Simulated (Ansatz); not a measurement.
The structure comes from a relaxation in the same program, started in the zincblende type, and has space group F-43m. Whether it is a known phase or the ground state wasn't checked.

SnSe: DFT, PBE, PAW with Ansatz's default frozen-core files, scalar-relativistic (Ansatz 0.2.0).

Command: `ansatz run input.yaml --threads 1 --pin off --max-ram 2048MiB --backend cpu --events-out ev --progress --plain --runs-dir out` The run took 40 s on 1 thread of Intel(R) Xeon(R) Platinum 8259CL CPU @ 2.50GHz (Skylake/Cascade Lake), with other jobs on the host, peak memory 0.61 GiB.

```yaml
crystal:
  lattice:
    - [0.0, 3.3889240702, 3.3889240702]
    - [3.3889240702, 0.0, 3.3889240702]
    - [3.3889240702, 3.3889240702, 0.0]
  atoms:
    - { symbol: Sn, position: [0.0, 0.0, 0.0] }
    - { symbol: Se, position: [0.25, 0.25, 0.25] }
kpoints:
  mp_grid: { grid: [12, 12, 12] }
  band_path:
    path:
      - [0.0, 0.0, 0.0]
      - [-0.5, -0.5, 0.0]
      - [-0.375, -0.375, 0.25]
      - [-0.375, 0.0, 0.375]
      - [0.0, 0.0, 0.0]
      - [0.0, 0.0, 0.5]
      - [-0.5, -0.25, 0.25]
      - [-0.5, -0.5, 0.0]
    npoints: 14
scf:
  occupations: { method: fermi_dirac, width: 0.05 }
hamiltonian:
  xc: pbe
  pseudopotentials: { kind: paw }
output:
  forces: true
  stress: true
  eigenvalues: true
  efg: { contact_densities: true }
  populations: true
  bader: true
  dos: { projected: true, de: 0.2, e_range: [-14, 8] }
  write_density: true
  write_potential: true
  elf: true
  volumetric_format: npy
```

Output:

```
Sn: output.efg is read without spin–orbit coupling, which moves field gradients at and beside such atoms by some per cent and up to a factor of two; PAW files take it under magnetization.noncollinear and magnetization.spin_orbit
Engine: ansatz 0.2.0
Pseudopotentials: kind: paw
Pseudopotential: Sn, paw, valence charge 14, recommended cutoff 420 eV (normal)
Pseudopotential: Se, paw, valence charge 16, recommended cutoff 420 eV (normal)
Functional definition: PBE
  parameter kappa = 0.804
  parameter beta = 0.06672455060314922
  exchange = pbe_x(kappa = kappa, mu = beta*pi^2/3)
  correlation = pbe_c(beta = beta)
Crystal: 2 atoms, lattice volume = 77.842 Å³
Basis set: ecut = 420 eV, 1471 PW (Γ), exchange–correlation on 72×72×72 points (8 copies of the dense FFT grid, shifted against one another)
Bands: 19, of which v1, the nominal top of the filled ones, is band 15 counted from 1 (14 counted from 0)
Symmetry: 24 space group operations
Space group: F-43m (ITA 216), of the structure as read, at distance tolerance 4.3e-5 Å
k-points: 72 of 1728 (time reversal used)
Non-local potential: Sn, projectors of the file, l = 0: 2, l = 1: 2, l = 2: 2, l = 3: 2
Non-local potential: Se, projectors of the file, l = 0: 2, l = 1: 2, l = 2: 3, l = 3: 1
PAW form: soft (Blöchl's): semilocal exchange-correlation on the pseudo side does not see the compensation charge
PAW one-centre angular grid: Sn, 590 points (default); XC on 64 Gauss nodes
PAW one-centre angular grid: Se, 590 points (default); XC on 64 Gauss nodes
Initial density: superposition of atomic densities (neutral atoms: chi_scale 0, normalization atom), corrected by the library's trained network
Initial wavefunctions: pseudopotential atomic-orbital guess
Functional: x = pbe(κ = 0.804, μ = 0.2195149727645171), c = pbe(β = 0.06672455060314922)
SCF iter   1: F=—  HF=-11493.700133 eV  |F-HF|=—  |Δ(HF+E_count)|=         —  Δρ=2.68e-3  dr2=1.38e-2  ethr=1.77e-3  ⟨swp⟩=6.1  Hψ=6831  notcnv=0
preconditioner: auto → none  [metal: Δε(μ)=0.096 eV  Ē_g=8.643 eV  σ=0.050 eV  W_gap=0.44  n_scr=14 (ndim 8)  ℏωp=13.3 eV  f_vac=0.198  D(μ)=0.10/eV (n_scr^D=0)  sad-step TF]
SCF iter   2: F=—  HF=-11493.696884 eV  |F-HF|=—  |Δ(HF+E_count)|=   3.25e-3  Δρ=1.36e-3  dr2=4.13e-3  ethr=4.61e-5  ⟨swp⟩=2.1  Hψ=2316  notcnv=0
SCF iter   3: F=—  HF=-11493.697089 eV  |F-HF|=—  |Δ(HF+E_count)|=   2.05e-4  Δρ=5.69e-4  dr2=2.38e-4  ethr=1.38e-5  ⟨swp⟩=3.0  Hψ=2726  notcnv=0
SCF iter   4: F=—  HF=-11493.697106 eV  |F-HF|=—  |Δ(HF+E_count)|=   1.63e-5  Δρ=1.68e-4  dr2=5.12e-5  ethr=7.92e-7  ⟨swp⟩=2.4  Hψ=2445  notcnv=0
SCF iter   5: F=—  HF=-11493.697130 eV  |F-HF|=—  |Δ(HF+E_count)|=   2.42e-5  Δρ=5.09e-5  dr2=5.26e-6  ethr=1.71e-7  ⟨swp⟩=3.0  Hψ=2098  notcnv=0
SCF iter   6: F=—  HF=-11493.697135 eV  |F-HF|=—  |Δ(HF+E_count)|=   5.53e-6  Δρ=1.66e-5  dr2=4.88e-7  ethr=1.75e-8  ⟨swp⟩=2.0  Hψ=2452  notcnv=0
SCF iter   7: F=-11493.697136 eV  HF=-11493.697136 eV  |F-HF|=1.41e-8  |Δ(HF+E_count)|=   5.24e-7  Δρ=3.93e-6  dr2=1.70e-8  ethr=3.33e-10  ⟨swp⟩=11.2  Hψ=9719  notcnv=0
SCF 1 converged in 7 iterations: F = -11493.697136 eV  dr2 = 1.70e-8
  greatest PAW one-centre occupation: 1.000 electrons in one spin orbital (limit 2), on the Se atom at site 1 (counted from 0), in its partial waves of l = 2
NSCF: frozen V_eff on 99 k-points
SCF converged after 7 iterations
Free energy (F): -11493.697136 eV
Harris-Foulkes:  -11493.697136 eV  (|F-HF|=1.41e-8)
Internal energy: -11493.695800 eV  (E = F + TS)
E sigma→0 (E₀):  -11493.696468 eV
Entropy (-TS):   -0.001336 eV (-0.668 meV/atom)
Fermi energy:    5.301627 eV
--- Per-component energies (eV) ---
  E_band       = -588.979302
  E_kinetic    = 301.982767
  E_local      = -4168.422052  (includes V_loc(G=0)·N_el)
  E_nonlocal   = -628.825709
  E_hartree    = 2114.498708
  E_xc         = -486.765229
  E_vxc        = -193.497751  (∫ρ·V_xc dr)
  E_paw        = -6043.150882  (= ΣΔE_a)
  E_vpaw       = -129.211419  (= ΣTr[D̂ρ^β])
  E_aug_tail   = -0.000565  (compensation charges beyond the density's cutoff)
  E_ewald      = -2583.012839
  E_smearing   = -0.001336  (= −TS)
  E_closure    = -0.000000  (closes the sum)
  Σ components = -11493.697136   (vs F -11493.697136, Δ=0.00e0)
--- Forces (eV/Å), atoms counted from 1 ---
  atom   1  Sn    -0.00000000     0.00000000     0.00000000
  atom   2  Se     0.00000000    -0.00000000     0.00000000
  max |Σ_I F_I| component: 4.07e-16 eV/Å
--- Stress (GPa, compression-positive) ---
        0.007889       0.000000       0.000000
       -0.000000       0.007889       0.000000
       -0.000000       0.000000       0.007889
  P = ⅓ Tr σ = 0.0079 GPa (0.079 kbar)
--- PAW observables at the nuclei: V_zz in 10²¹ V/m², potentials from the cell's mean, atoms counted from 1 ---
  atom   1  Sn V_zz =    -0.000000   η = 0.0000   by run symmetry: forbidden
            electrostatic potential = -8166.933550 V   contact ρ = 1236495.042880 e/Å³
  atom   2  Se V_zz =    +0.000000   η = 0.0000   by run symmetry: forbidden
            electrostatic potential = -4707.312456 V   contact ρ = 262892.327441 e/Å³
--- Band table (eV; the first three rows and the last of 72) ---
  k-point 0: bands = ["-42.2472", "-42.2472", "-42.2472", "-42.2461", "-42.2461", "-16.5176", "-16.5176", "-16.5176", "-16.5068", "-16.5068", "-7.8942", "-0.1074", "3.0306", "3.0306", "3.0306", "6.7413", "6.7413", "6.7413", "10.0606"]
  k-point 1: bands = ["-42.2472", "-42.2472", "-42.2472", "-42.2461", "-42.2461", "-16.5178", "-16.5174", "-16.5174", "-16.5068", "-16.5068", "-7.8686", "-0.2582", "2.9892", "2.9892", "3.1011", "6.7242", "6.8138", "6.8138", "10.3384"]
  k-point 2: bands = ["-42.2472", "-42.2472", "-42.2472", "-42.2461", "-42.2461", "-16.5184", "-16.5169", "-16.5169", "-16.5068", "-16.5068", "-7.7964", "-0.6287", "2.8835", "2.8835", "3.2164", "6.8063", "6.9968", "6.9968", "10.9701"]
  k-point 71: bands = ["-42.2472", "-42.2472", "-42.2471", "-42.2461", "-42.2460", "-16.5226", "-16.5144", "-16.5119", "-16.5075", "-16.5058", "-7.2993", "-2.0913", "1.5760", "1.6601", "5.2694", "6.8368", "7.4537", "9.1098", "10.6455"]
--- Löwdin populations: 2 sites ---
  site symbol       q [e]
     0     Sn     13.5926
     1     Se     16.3537
  spilling = 0.001789 (of n_electrons = 30.000000)
--- Bader charges: 2 sites ---
  site symbol  charge [e]  shift [e]
     0     Sn      0.8384     0.0000
     1     Se     -0.8384     0.0000
  estimated error of the sums over rays = 6.4e-5 e
```

populations.tsv:

```
# site	symbol	l	j	q
# orbitals = lowdin
# n_electrons = 30.000000
# spilling = 0.001789
0	Sn	0_5S	-	1.920443
0	Sn	1_5P	-	1.674178
0	Sn	2_4D	-	9.997975
1	Se	0_4S	-	1.849747
1	Se	1_4P	-	4.504255
1	Se	2_3D	-	9.999743
```

bader_charges.tsv:

```
# site	symbol	x_ang	y_ang	z_ang	partial_charge_e	electrons	volume_ang3	relative_density_drop	shared_charge_e	partial_wave_shift_e
# quadrature_error_electrons = 6.4e-5
0	Sn	0.0000	0.0000	0.0000	0.83841	49.16159	33.72	-	0.83841	0.00000
1	Se	1.6945	1.6945	1.6945	-0.83841	34.83841	43.06	-	-0.83841	0.00000
```
